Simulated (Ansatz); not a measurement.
# PbO: the cell at several levels of theory

An exercise on one series of results from a longer session: the logs are not shown, and one member is left open.

The runs shown are made with Ansatz 0.2.0. PAW datasets, plane waves, zero pressure. The calculation is spin-unpolarised, and the structure need not be a phase that has been made.

## The system as given

This is the cell as the run starts from it, not yet at rest; its lengths are not the crystal's.

Space group P6_3/mmc (No. 194), hexagonal; a = 3.496 Å, c = 4.369 Å in the conventional setting, 11.56 Å³ an atom. Around Pb lie 5 O at 2.02–2.18 Å; around O lie 5 Pb at 2.02–2.18 Å.

Structure file:

```xyz
4
Lattice="3.4958 0.0000 0.0000 -1.7479 3.0274 0.0000 0.0000 0.0000 4.3695" Properties=species:S:1:pos:R:3 pbc="T T T"
Pb    0.0000    2.0183    1.0924
Pb    1.7479    1.0091    3.2771
O     1.7479    1.0091    1.0924
O     0.0000    2.0183    3.2771
```

The first run:

The input, input.yaml:

```yaml
crystal:
  lattice:
    - [3.4957668121, 0.0, 0.0]
    - [-1.7478834061, 3.027422865, 0.0]
    - [0.0, 0.0, 4.3694763]
  atoms:
    - { symbol: Pb, position: [0.3333333333, 0.6666666667, 0.25] }
    - { symbol: Pb, position: [0.6666666667, 0.3333333333, 0.75] }
    - { symbol: O, position: [0.6666666667, 0.3333333333, 0.25] }
    - { symbol: O, position: [0.3333333333, 0.6666666667, 0.75] }
kpoints:
  mp_grid: { grid: [12, 12, 6] }
hamiltonian:
  xc: pbe
scf:
  occupations: { method: fermi_dirac, width: 0.02 }
relax:
  f_tol: 0.005
  cell: {}
output:
  write_density: true
  write_potential: true
  elf: true
  volumetric_format: npy
```

Started as:

```console
> ansatz run input.yaml --threads 2 --pin off --max-ram 2211MiB --backend cpu --events-out ev --progress --plain --runs-dir out
```

Steps of the session up to this table: Relaxation with PBE; Relaxation with r2SCAN; Relaxation with PBEsol; LDA: cell and atoms.

One of the session's tables, all rows but one given; the rest of the session is left out.

```
 level  a (Å)  c (Å)  volume (Å³/atom)
   PBE  4.304  5.333            21.393
r2SCAN  4.260  5.277            20.736
PBEsol  4.240  5.243            20.402
   LDA      ?      ?                 ?
```

**Question.** Estimate the row for LDA.

The run gave: a (Å): 4.196; c (Å): 5.180; volume (Å³/atom): 19.748. In the column «a (Å)» it is the lowest.

From the start to the first minimum the volume moved by +85.1 %. LDA gives the smallest cell and PBE the largest; they differ by 8.3 % in volume, a mean of 2.7 % in length. The meshes differ: PBE 12×12×6, r2SCAN 6×6×4, PBEsol 6×6×4, LDA 6×6×4.
